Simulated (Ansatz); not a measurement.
**Zirconium, bcc: HSE06 at the PBE geometry**

How do the levels change when part of the exchange is made exact, and what does it cost? Spin polarisation is left out. The geometry was relaxed under PBE beforehand and is kept. Exact exchange is dear, so the k-mesh is coarse, and PBE is run on the same mesh for comparison.

Computed with Ansatz 0.2.0 (DFT, plane waves (420 eV) with PBE-made PAW files, scalar-relativistic; functionals as named at each step, unless a step says otherwise).

## (1) The system as given

The structure is cubic, space group Im-3m (No. 229). The conventional cell has a = 3.579 Å, b = 3.579 Å, c = 3.579 Å, α = 90.00°, β = 90.00°, γ = 90.00°. Around Zr (site symmetry m-3m) lie 8 Zr at 3.10 Å.

Structure file:

```cif
data_structure
_symmetry_space_group_name_H-M 'Im-3m'
_symmetry_Int_Tables_number 229
_cell_length_a 3.5791
_cell_length_b 3.5791
_cell_length_c 3.5791
_cell_angle_alpha 90.000
_cell_angle_beta 90.000
_cell_angle_gamma 90.000
_cell_volume 45.85
loop_
_atom_site_label
_atom_site_type_symbol
_atom_site_symmetry_multiplicity
_atom_site_Wyckoff_symbol
_atom_site_fract_x
_atom_site_fract_y
_atom_site_fract_z
_atom_site_occupancy
Zr1 Zr 2 a 0.00000 0.00000 0.00000 1
```

## (2) PBE on the coarse mesh

The run with PBE.

The input, input.yaml:

```yaml
crystal:
  lattice:
    - [-1.7895377334, 1.7895377334, 1.7895377334]
    - [1.7895377334, -1.7895377334, 1.7895377334]
    - [1.7895377334, 1.7895377334, -1.7895377334]
  atoms:
    - { symbol: Zr, position: [0.0, 0.0, 0.0] }
hamiltonian:
  xc: pbe
  pseudopotentials:
    kind: paw
    azcp:
      Zr: "pseudopotentials/Zr.paw.azcp"
basis:
  ecutwfc: 420
  fft_grid_basis: typed
kpoints:
  mp_grid: { grid: [6, 6, 6], shift: [0, 0, 0] }
magnetization:
  spin_polarized: false
scf:
  occupations: { method: fermi_dirac, width: 0.1 }
```

Run with:

```console
ansatz run input.yaml --threads 4 --pin off --max-ram 8192MiB --backend cpu --events-out ev --progress --plain --runs-dir out
```

## (3) HSE06 on the coarse mesh

The run with HSE06.

Changes to input.yaml since step 2:

```diff
@@ -8,3 +8,3 @@
 hamiltonian:
-  xc: pbe
+  xc: hse06
   pseudopotentials:
@@ -22 +22,6 @@
   occupations: { method: fermi_dirac, width: 0.1 }
+output:
+  write_density: true
+  write_potential: true
+  elf: true
+  volumetric_format: npy
```

(Steps that only read results are left out.)

Q: Predict the outcome of this session. Wanted: PBE: gap; HSE06: gap; HSE06: relative to hcp.

The runs gave:

| quantity | value |
| --- | --- |
| PBE: gap | none (levels filled in part) |
| HSE06: gap | none (levels filled in part) |
| HSE06: SCF cycles, exchange loops | 15, 2 |
| HSE06: CPU time over that of PBE | 17 |
| HSE06: relative to hcp | +211 meV/atom |

What this shows: Neither PBE nor HSE06 shows a clean gap on this mesh. The hybrid took 17 times as much CPU time as PBE on the same settings. HSE06 needed 2 outer loops of the exchange operator. The dense-mesh value adds -6.5 meV/atom, the change that PBE shows between the coarse mesh and its own dense run (not shown). Under HSE06 it lies 211 meV/atom above hcp (computed apart in the same way); on such meshes a few tens of meV are uncertain for metals. The total energies in the logs cannot be compared from one functional to another.
